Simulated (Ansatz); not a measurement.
Level of theory: Ansatz, DFT PBE, scalar-relativistic, plane waves, PAW. All cells share a 420 eV cutoff and Γ-centred k meshes spaced at most about 0.3 Å⁻¹ (2π included). No spin polarisation in the final relaxations.

Energies over the elements count from the elements' standard structures at the same level, with no fitted energy shifts.

A relaxed structure of CdSe has 37.83 Å³/atom, −0.517 eV/atom against the elements, a gap of 0.91 eV on its mesh:

```xyz
8
Lattice="-4.2296 4.2296 4.2296 4.2296 -4.2296 4.2296 4.2296 4.2296 -4.2296" Properties=species:S:1:pos:R:3 pbc="T T T"
Cd   -1.3500    1.3500    1.3500
Cd    2.8796    2.8796    2.8796
Cd    1.3500   -1.3500    1.3500
Cd    1.3500    1.3500   -1.3500
Se    2.8474   -2.8474    2.8474
Se    1.3822    1.3822    1.3822
Se   -2.8474    2.8474    2.8474
Se    2.8474    2.8474   -2.8474
```

Q: S takes the place of Se on the same sites, and the cell is relaxed. What changes?

A: CdS has a = 8.085 Å: 33.03 Å³/atom, −0.545 eV/atom against the elements, a gap of 1.50 eV on its mesh. The volume per atom changes by -12.7 % and the formation energy by -0.029 eV/atom (from unrounded values). The gap widens by 0.59 eV. Covalent radii: Se 1.20 Å, S 1.05 Å; electronegativities 2.55 and 2.58. The cell follows the size of the atom. Cd is surrounded by 1 S at 2.47 Å and 3 S at 2.62 Å; around S lie 1 Cd at 2.47 Å and 3 Cd at 2.62 Å.

```cif
data_structure
_symmetry_space_group_name_H-M 'P 1'
_symmetry_Int_Tables_number 1
_cell_length_a 7.0016
_cell_length_b 7.0016
_cell_length_c 7.0016
_cell_angle_alpha 109.471
_cell_angle_beta 109.471
_cell_angle_gamma 109.471
_cell_volume 264.22
loop_
_atom_site_label
_atom_site_type_symbol
_atom_site_fract_x
_atom_site_fract_y
_atom_site_fract_z
_atom_site_occupancy
Cd1 Cd 0.32147 0.32147 0.32147 1
Cd2 Cd 0.00000 0.00000 0.67853 1
Cd3 Cd 0.00000 0.67853 0.00000 1
Cd4 Cd 0.67853 0.00000 0.00000 1
S1 S 0.67383 0.67383 0.67383 1
S2 S 0.00000 0.00000 0.32617 1
S3 S 0.00000 0.32617 0.00000 1
S4 S 0.32617 0.00000 0.00000 1
```

The two cells were relaxed from separate starts that ended on the same group and sites; neither need be the stable form of its compound. Kohn–Sham gaps at this level usually fall short of measured ones. The reference forms of S and Se are held partly by dispersion forces, which this level lacks.
